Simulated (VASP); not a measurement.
# Mg (P6/mmm) in VASP: notebook

The runs below take Mg through single point, with r2SCAN.

Program: VASP 6.6.1. These are calculated values, not measurements. Logs are shortened: lines on timing, memory, paths and dates and some standing lists are left out, and cuts for length are marked.

**1. The crystal as given**

It takes space group P6/mmm (No. 191, hexagonal). The conventional cell has a = 3.050 Å, b = 3.050 Å, c = 3.045 Å, α = 90.00°, β = 90.00°, γ = 120.00°. Mg (site symmetry 6/mmm) has 8 Mg at 3.04 to 3.05 Å as nearest neighbours.

This isn't the form of Mg at room conditions, which is hcp.

**2. Single point, r2SCAN**

Contents of INCAR:

```
ADDGRID = False
ALGO = Normal
EDIFF = 1E-6
ENCUT = 500
ISIF = 2
ISMEAR = 1
LASPH = True
LCHARG = False
LMIXTAU = True
LREAL = False
LWAVE = False
METAGGA = R2SCAN
NELM = 100
PREC = Accurate
SIGMA = 0.1
```

Contents of KPOINTS:

```
k-points
0
Gamma
  13 13 11
```

Contents of POSCAR:

```
Mg
1.0
    3.1430880000     -0.0084060000     -0.0278050000
   -1.5788240000      2.6046760000      0.0276970000
   -0.0277550000      0.0158990000      3.0020770000
Mg
1
Direct
   -0.0144770000      0.0117080000      0.0082640000
```

Potentials or basis: VASP PAW PBE potentials, release 64 (Mg).

Launch:

```sh
$ cat potpaw_PBE.64/Mg/POTCAR > POTCAR
$ mpirun -np 1 vasp_std > vasp.out
```

OUTCAR:

```text
EDIFF = 1E-6
   ENCUT = 500
   ISIF = 2
   ISMEAR = 1
   LASPH = True
   LREAL = False
   METAGGA = R2SCAN
   NELM = 100
   PREC = Accurate

 Found    930 irreducible k-points:

 Following reciprocal coordinates:
            Coordinates               Weight
  0.000000  0.000000  0.000000      1.000000
  0.076923 -0.000000 -0.000000      2.000000
  0.153846  0.000000 -0.000000      2.000000
  0.230769  0.000000  0.000000      2.000000
  0.307692  0.000000 -0.000000      2.000000
  0.384615  0.000000 -0.000000      2.000000
   k-points           NKPTS =    930   k-points in BZ     NKDIM =    930   number of bands    NBANDS=      5
   number of dos      NEDOS =    301   number of ions     NIONS =      1
   total plane-waves  NPLWV =  13824
   dimension x,y,z NGX =    24 NGY =   24 NGZ =   24
   dimension x,y,z NGXF=    48 NGYF=   48 NGZF=   48
   ions per type =               1
   NGX,Y,Z   is equivalent  to a cutoff of  12.69, 13.10, 13.29 a.u.
   NGXF,Y,Z  is equivalent  to a cutoff of  25.39, 26.20, 26.58 a.u.
 SYSTEM =  unknown system
   PREC   = accura    normal or accurate (medium, high low for compatibility)
   ISTART =      0    job   : 0-new  1-cont  2-samecut
   ICHARG =      2    charge: 1-file 2-atom 10-const
   ISPIN  =      1    spin polarized calculation?
   LNONCOLLINEAR =      F non collinear calculations
   LSORBIT =      F    spin-orbit coupling
   LASPH  =      T    aspherical Exc in radial PAW
   ENCUT  =  500.0 eV  36.75 Ry    6.06 a.u.   5.73  5.55  5.47*2*pi/ulx,y,z
   NELM   =    100;   NELMIN=  2; NELMDL= -5     # of ELM steps
   EDIFF  = 0.1E-05   stopping-criterion for ELM
   LREAL  =      F    real-space projection
   EDIFFG = 0.1E-04   stopping-criterion for IOM
   NSW    =      0    number of steps for IOM
   IBRION =     -1    ionic relax: 0-MD 1-quasi-New 2-CG
   NFREE  =      0    steps in history (QN), initial steepest desc. (CG)
   ISIF   =      2    stress and relaxation
   ISYM   =      2    0-nonsym 1-usesym 2-fastsym
   POTIM  = 0.5000    time-step for ionic-motion
   TEBEG  =    0.0;   TEEND  =   0.0 temperature during run
   PSTRESS=    0.0 pullay stress
   NELECT =       2.0000    total number of electrons
   NUPDOWN=      -1.0000    fix difference up-down
   EMIN   =  10.00;   EMAX   =-10.00  energy-range for DOS
   EFERMI =   0.00;   METHOD = LEGACY
   ISMEAR =     1;   SIGMA  =   0.10  broadening in eV -4-tet -1-fermi 0-gaus
   EFERMI_NEDOS =   21; number of points for ismear=-14 and -15
   IALGO  =     38    algorithm
   IMIX   =      4    mixing-type and parameters
     AMIX     =   0.40;   BMIX     =  1.00
     AMIX_MAG =   1.60;   BMIX_MAG =  1.00
  volume/ion in A,a.u.               =      24.53       165.57
  Fermi-wavevector in a.u.,A,eV,Ry     =   0.709836  1.341396  6.855535  0.503868
  Thomas-Fermi vector in A             =   1.796524
   LORBIT       =      0    0 simple, 1 ext, 2 COOP (PROOUT), +10 PAW based schemes
   METAGGA = R2SCAN    functional components
   LHFCALC =     F    Hartree Fock is set to
   AEXX    =    0.0000 exact exchange contribution
   IVDW    =     0    specifies the selected vdW correction
   LEPSILON=     F    determine dielectric tensor
   LRPA    =     F    only Hartree local field effects (RPA)
 non-spin polarized calculation
 Methfessel and Paxton  Order N= 1 SIGMA  =   0.10
  energy-cutoff  :      500.00
  volume of cell :       24.53
 maximum number of plane-waves:       638
   NGX = 11   NGY = 11   NGZ = 11

 number of electron       2.0000000 magnetization

 Free energy of the ion-electron system (eV)
  ---------------------------------------------------
  ext. energy  EPLUGINS =         0.00000000
  ---------------------------------------------------
  free energy    TOTEN  =        -3.86354348 eV

  energy without entropy =       -3.86335110  energy(sigma->0) =       -3.86347935

 E-fermi :   2.3297     XC(G=0):  -8.8396

 val. band max:        2.3227618479   @ k =   0.3846   0.3846   0.2727
 cond. band min:       2.3313593856   @ k =   0.2308   0.3846   0.0909
 fundamental gap:      0.0085975377
 Fermi energy:         2.3296852857

 k-point     1 :       0.0000    0.0000    0.0000
  band No.  band energies     occupation
      1      -4.8369      2.00000
      2      11.0970      0.00000
      3      12.2537      0.00000
      4      14.9021      0.00000
      5      16.1174      0.00000

 k-point     2 :       0.0769   -0.0000   -0.0000
  band No.  band energies     occupation
      1      -4.7041      2.00000
      2      11.0140      0.00000
      3      12.3642      0.00000
      4      13.2522      0.00000
      5      14.8832      0.00000

 k-point     3 :       0.1538    0.0000   -0.0000
  band No.  band energies     occupation
      1      -4.3069      2.00000
      2       9.9657      0.00000
      3      11.8061      0.00000
      4      12.6961      0.00000
      5      13.8513      0.00000

 k-point     4 :       0.2308    0.0000    0.0000
  band No.  band energies     occupation
      1      -3.6483      2.00000
      2       7.7210      0.00000
      3      11.5870      0.00000
      4      13.0302      0.00000
      5      13.2482      0.00000

 k-point     5 :       0.3077    0.0000   -0.0000
  band No.  band energies     occupation
      1      -2.7337      2.00000
      2       5.4699      0.00000
      3      11.4471      0.00000
      4      12.3982      0.00000
      5      14.0166      0.00000

 k-point     6 :       0.3846    0.0000   -0.0000
  band No.  band energies     occupation
      1      -1.5717      2.00000
      2       3.3958     -0.00000
      3      11.3038      0.00000
      4      11.9443      0.00000
      5      14.9992      0.00000

 [... further k-points ...]
[... 5 lines left out ...]
  --------------------------------------------------------------------------------------
  -------------------------------------------------------------------------------------
  Total       -0.1270115      0.1794231      0.0644385      0.0056399      0.0471560     -0.0862952
  in kB       -8.2941888     11.7167996      4.2080066      0.3683026      3.0794092     -5.6353055
  external PRESSURE =       2.5435391 kB  Pullay stress =       0.0000000 kB

 VOLUME and BASIS-vectors are now :
 -----------------------------------------------------------------------------
  energy-cutoff  :      500.00
  volume of cell :       24.53
      direct lattice vectors                 reciprocal lattice vectors
     3.143088000 -0.008406000 -0.027805000     0.318692044  0.193154686  0.001923445
    -1.578824000  2.604676000  0.027697000     0.001010546  0.384559010 -0.002027282
    -0.027755000  0.015899000  3.002077000     0.002942377 -0.001758937  0.333139234

 POSITION                                       TOTAL-FORCE (eV/Angst)
 -----------------------------------------------------------------------------------
      3.07887      0.02234     -0.00227        -0.000000     -0.000000      0.000000
 -----------------------------------------------------------------------------------
    total drift:                               -0.000011     -0.000210      0.000217

  FREE ENERGIE OF THE ION-ELECTRON SYSTEM (eV)
  ---------------------------------------------------
  free  energy   TOTEN  =        -3.8635434801 eV

  energy  without entropy=       -3.8633510970  energy(sigma->0) =       -3.86347935
```

It took 2.1 min on 1 thread of Intel Xeon 6975P-C (Granite Rapids), shared host; peak memory 0.25 GiB.

The run converged, but some of its settings lie outside the range that counts as converged, so its numbers aren't taken as properties of the crystal.

What came out:

| Quantity | Value |
| --- | --- |
| Free energy | -3.8635 eV |
| Pressure | 0.3 GPa |
| Band gap on the k mesh | none (metal or under the smearing width) |

Caveat: the PAW data sets were made with another functional, which shifts forces and pressure a little.

**3. Single point, r2SCAN**

This run uses another cell than the first one, of the same volume but with other edges.

Edit INCAR of step 2 so:

```diff
@@ -3,3 +3,3 @@
 EDIFF = 1E-6
-ENCUT = 500
+ENCUT = 400
 ISIF = 2
@@ -14,2 +14,2 @@
 PREC = Accurate
-SIGMA = 0.1
+SIGMA = 0.2
```

Contents of KPOINTS:

```
k-points
0
Gamma
  15 15 13
```

Contents of POSCAR:

```
Mg
1.0
    3.0502998005      0.0000000000      0.0000000000
   -1.5251499003      2.6416371164      0.0000000000
    0.0000000000      0.0000000000      3.0448375700
Mg
1
Direct
    0.0000000000      0.0000000000      0.0000000000
```

Potentials or basis: VASP PAW PBE potentials, release 64 (Mg).

Launch:

```sh
$ cat potpaw_PBE.64/Mg/POTCAR > POTCAR
$ mpirun -np 1 vasp_std > vasp.out
```

Wall time 31 s (1 thread of Intel Xeon 6975P-C (Granite Rapids), shared host); peak memory 0.13 GiB.

These settings aren't checked as converged: the numbers below hold their error.

Results:

```
Free energy            : -3.8709 eV
Pressure               : 0.4 GPa
Band gap on the k mesh : none (metal or under the smearing width)
```

Caveat: the PAW data sets were made with another functional, which shifts forces and pressure a little.

**4. For comparison**

An earlier run on the cell as given: functional PBE; potentials or basis VASP PAW PBE potentials, release 64 (Mg); cutoff 520 eV; k mesh 10 × 10 × 9; occupations fermi-dirac, width 0.05 eV; no spin polarisation.

* Pressure: 1.1 GPa
* Band gap on the k mesh: none (metal or under the smearing width)
